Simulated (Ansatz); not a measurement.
# Ag: further runs on the relaxed cell

The task here is to estimate one member of a computed series from the others.

Method: DFT r2SCAN, scalar-relativistic, plane waves, PAW, in Ansatz 0.2.0.

1 further run of the same task is left out (set aside as unsound or not needed).

## The starting structure

The structure is cubic, space group Fm-3m (No. 225). The conventional cell has a = 4.104 Å, b = 4.104 Å, c = 4.104 Å, α = 90.00°, β = 90.00°, γ = 90.00°. Ag (site symmetry m-3m) has 12 Ag at 2.90 Å as nearest neighbours.

As a file:

```xyz
1
Lattice="0.0000 2.0521 2.0521 2.0521 0.0000 2.0521 2.0521 2.0521 0.0000" Properties=species:S:1:pos:R:3 pbc="T T T"
Ag    0.0000    0.0000    0.0000
```

It is the result of an earlier relaxation at this level (volume 17.28 Å³/atom; gap on the mesh: none (metal)).

Set-up of the first run:

input.yaml

```yaml
crystal:
  lattice:
    - [0.0, 2.0520932789, 2.0520932789]
    - [2.0520932789, 0.0, 2.0520932789]
    - [2.0520932789, 2.0520932789, 0.0]
  atoms:
    - { symbol: Ag, position: [0.0, 0.0, 0.0] }
basis:
  ecutwfc: 500
kpoints:
  mp_grid: { grid: [18, 18, 18] }
  band_path:
    path:
      - [[0.0, 0.0, 0.0], [0.5, 0.0, 0.5], [0.625, 0.25, 0.625]]
      - [[0.375, 0.375, 0.75], [0.0, 0.0, 0.0], [0.5, 0.5, 0.5], [0.5, 0.25, 0.75], [0.5, 0.0, 0.5]]
    npoints: 14
hamiltonian:
  xc: r2scan
scf:
  occupations: { method: gaussian, width: 0.1 }
  n_extra_bands: 6
output:
  forces: true
  stress: true
  eigenvalues: true
  populations: true
  dos: { projected: true, de: 0.02, nscf_kmesh: { grid: [27, 27, 27] } }
  bader: true
  write_density: true
  write_potential: true
  elf: true
  volumetric_format: npy
```

Run with:

```
> ansatz run input.yaml --threads 1 --pin off --max-ram 2560MiB --backend cpu --events-out ev --progress --plain --runs-dir out
```

Steps of the session up to this table: Static run: bands, density of states and charges; Back to the database's cell; The cell scaled to 0.97 of its volume; Point at V/V0 = 1.03; The cell scaled to 0.94 of its volume; Point at V/V0 = 1.06; The cell scaled to 0.91 of its volume; The cell scaled to 1.10 of its volume; The cell scaled to 0.88 of its volume.

One table of the session follows, with a row left open; its other results are not shown here.

It belongs to the step «Energy against volume». 

| volume (Å³/atom) | energy above the lowest point (meV/atom) | pressure (GPa) |
| --- | --- | --- |
| 15.209 | 107.2 | 19.14 |
| 15.728 | ? | ? |
| 16.246 | 23.0 | 7.66 |
| 16.765 | 5.3 | 3.42 |
| 17.283 | 0.0 | -0.03 |
| 17.802 | 4.8 | -2.83 |
| 18.320 | 17.9 | -5.11 |
| 19.011 | 45.3 | -7.49 |

Estimate the missing values for volume (Å³/atom) = 15.728.

Worked estimate for «energy above the lowest point (meV/atom)». A straight line through the neighbours (15.209, 107.2) and (16.246, 23.0) gives 107.2 + (23.0 − 107.2) × (15.728 − 15.209) / (16.246 − 15.209) = 65.1; a parabola fitted to 3 rows on both sides gives 56.9.

As computed: energy above the lowest point (meV/atom): 55.8; pressure (GPa): 12.83. In «energy above the lowest point (meV/atom)» the line misses by +9.3 and the parabola by +1.1.
